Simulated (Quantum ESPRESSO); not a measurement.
Runs of Quantum ESPRESSO 7.5 on BN. Symmetry: P6_3/mmc, No. 194, hexagonal system. Conventional cell: a = 2.498 Å, b = 2.498 Å, c = 6.636 Å, α = 90.00°, β = 90.00°, γ = 120.00°. Around N (site symmetry -6m2) lie 3 B at 1.44 Å. B (site symmetry -6m2) has 3 N at 1.44 Å as nearest neighbours. 

```csv
task,level,potentials or basis,cell,k mesh,cutoff (eV),smearing,form of the LDA correlation,SCF threshold,share of exact exchange,q mesh for exact exchange,cutoff for exact exchange,mesh quality,pressure (GPa),V0 of scaled cells (Å³/atom),B0 (GPa)
band structure,LDA,GBRV 1.5 LDA,as given,12 × 12 × 4,612,fermi-dirac 0.05 eV,PZ81,8e-10 Ry,-,-,-,not flagged,-2.1,-,-
equation of state,PBE,SSSP 1.3 efficiency PBE,as given,12 × 12 × 4,816,fermi-dirac 0.05 eV,-,8e-10 Ry,-,-,-,not flagged,-,9.13,(a)
phonons,AM05,PseudoDojo 0.4.1 SR PBE standard,relaxed,"6 × 6 × 2, shifted",1143,fermi-dirac 0.05 eV,-,8e-10 Ry,-,-,-,coarse,0.3,-,-
phonons,RPBE,PseudoDojo 0.4.1 SR PBE standard,relaxed,"6 × 6 × 2, shifted",1143,fermi-dirac 0.05 eV,-,8e-10 Ry,-,-,-,coarse,0.6,-,-
equation of state,PBEsol,PseudoDojo 0.4.1 SR PBEsol standard,as given,12 × 12 × 4,1143,fermi-dirac 0.05 eV,-,8e-10 Ry,-,-,-,not flagged,-,9.06,242
phonons,LDA,PseudoDojo 0.4.1 SR LDA standard,relaxed,"6 × 6 × 2, shifted",1143,fermi-dirac 0.05 eV,PW92,8e-10 Ry,-,-,-,coarse,0.0,-,-
dielectric tensor,BLYP,GBRV 1.5 PBE,as given,"8 × 8 × 2, shifted",612,fermi-dirac 0.05 eV,-,8e-10 Ry,-,-,-,coarse,(b),-,-
energy-loss spectrum,PBEsol,PseudoDojo 0.4 SR PBEsol stringent,as given,"6 × 6 × 2, shifted",1143,fermi-dirac 0.05 eV,-,8e-10 Ry,-,-,-,coarse,2.5,-,-
dielectric tensor,LDA,GBRV 1.5 LDA,as given,"8 × 8 × 2, shifted",612,fermi-dirac 0.05 eV,PZ81,8e-10 Ry,-,-,-,coarse,-2.1,-,-
phonons,vdW-DF-cx,PseudoDojo 0.4.1 SR PBE standard,relaxed,"6 × 6 × 2, shifted",1143,fermi-dirac 0.05 eV,-,8e-10 Ry,-,-,-,coarse,0.0,-,-
```

Alike in all rows: no spin polarisation.

**Question.** Fill in the values left out.

**Answer.** (a) 237; (b) 8.8.

Caveats: some runs use coarse meshes; this functional lacks dispersion, which binds the layers, so the pressure and a relaxed spacing across them are unreliable (some runs); the potentials were made for another functional, which shifts forces and pressure (some runs); the layers were relaxed without a dispersion term, so their spacing and the soft interlayer modes are unreliable (some runs); the cell was scaled at fixed shape and fractional positions, which overstates the stiffness of a crystal with free parameters, most of all of layers and chains (some runs); the volume moved by over 15 % at a fixed basis, so the end points are rough (some runs); this functional lacks dispersion, which binds the layers, so the pressure and a relaxed spacing across them are unreliable, and here the layers came unbound (some runs).

Not every run made on this cell is shown here.
